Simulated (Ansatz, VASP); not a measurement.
## One calculation of As, two programs

```
As
1.0
     1.88521   -1.08843    3.32814
     0.00000    2.17686    3.32814
    -1.88521   -1.08843    3.32814
As
2
Cartesian
  0.0000 0.0000 2.3093
  0.0000 0.0000 -2.3093
```

Change from the starting cell: volume scaled by 0.9, PAW files.

Alike in both runs: task single point; functional PBE; k mesh 14 × 14 × 14; occupations fermi-dirac, width 0.1 eV; no spin polarisation.

|  | VASP | Ansatz |
| --- | --- | --- |
| version | VASP 6.6.1 | Ansatz 0.2.0 |
| potentials or method | VASP PAW PBE potentials, release 64 (As) | PAW with Ansatz's default frozen-core files, scalar-relativistic |
| plane-wave cutoff (eV) | 520 | 420 |
| valence electrons in the cell | 10 | 30 |

|  | VASP | Ansatz | Ansatz less VASP |
| --- | --- | --- | --- |
| pressure (GPa) | 4.8 | 4.5 | -0.30 |
| rms of the force components (eV/Å) | 0.027 | 0.001 | -0.0258 |

Atom by atom the forces differ by 0.029 eV/Å (rms over components). With one functional, cell and mesh, what is left measures potentials, basis and numerics. The two sets of potentials don't hold the same shells in valence.
